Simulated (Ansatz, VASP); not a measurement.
**CaO: VASP beside Ansatz**

INCAR

```
SYSTEM = CaO
ALGO     = Normal         ! electronic algorithm
EDIFF    = 1E-6           ! SCF threshold, eV
ENCUT    = 520            ! plane-wave cutoff, eV
GGA      = PE             ! functional
ISIF     = 2              ! what is computed and relaxed
ISMEAR   = 0              ! smearing method
LASPH    = .TRUE.         ! aspherical terms in the spheres
LCHARG   = .FALSE.        ! write CHGCAR
LREAL    = .FALSE.        ! projectors in reciprocal space
LWAVE    = .FALSE.        ! write WAVECAR
NBANDS   = 15             ! bands
NELM     = 60             ! most SCF steps
PREC     = Accurate       ! precision mode
SIGMA    = 0.05           ! smearing width, eV
```

Contents of KPOINTS:

```
k-points
0
G
  8 8 8
  0 0 0
```

Contents of POSCAR:

```
CaO
1.0
    0.0000000000      2.5469600000      2.6449200000
    2.5469600000      0.0000000000      2.6449200000
    2.5469600000      2.5469600000      0.0000000000
Ca O
1 1
Direct
    0.0000000000      0.0000000000      0.0000000000
    0.5000000000      0.5000000000      0.5000000000
```

Input for Ansatz:

```yaml
crystal:
  lattice:
    - [0.0, 2.54696, 2.64492]
    - [2.54696, 0.0, 2.64492]
    - [2.54696, 2.54696, 0.0]
  atoms:
    - { symbol: Ca, position: [0.0, 0.0, 0.0] }
    - { symbol: O, position: [0.5, 0.5, 0.5] }
basis:
  ecutwfc: 420
kpoints:
  mp_grid: { grid: [8, 8, 8] }
hamiltonian:
  xc: pbe
scf:
  occupations: { method: gaussian, width: 0.05 }
output:
  forces: true
  stress: true
  eigenvalues: true
  write_density: true
  write_potential: true
  elf: true
  volumetric_format: npy
```

Change from the starting cell: strain +0.040 along x and y, +0.080 along z, atoms carried along.

Alike in both runs: task single point; functional PBE; k mesh 8 × 8 × 8; occupations gaussian, width 0.05 eV; no spin polarisation.

|  | VASP | Ansatz |
| --- | --- | --- |
| version | VASP 6.6.1 | Ansatz 0.2.0 |
| potentials or method | VASP PAW PBE potentials, release 64 (Ca_sv, O) | scalar-relativistic, plane waves, PAW |
| plane-wave cutoff (eV) | 520 | 420 |
| valence electrons in the cell | 16 | 16 |

```tsv
	VASP	Ansatz	Ansatz less VASP
gap on the k mesh at the Fermi level (eV)	3.17	3.18	+0.009
least direct gap on the mesh (eV)	3.17	3.18	+0.009
pressure (GPa)	-13.1	-13.4	-0.23
largest component of the traceless stress (GPa)	0.59	0.53	-0.068
```

The functional is the same, so the differences come from potentials, cutoffs and numerics.

A k mesh can miss the band edges.
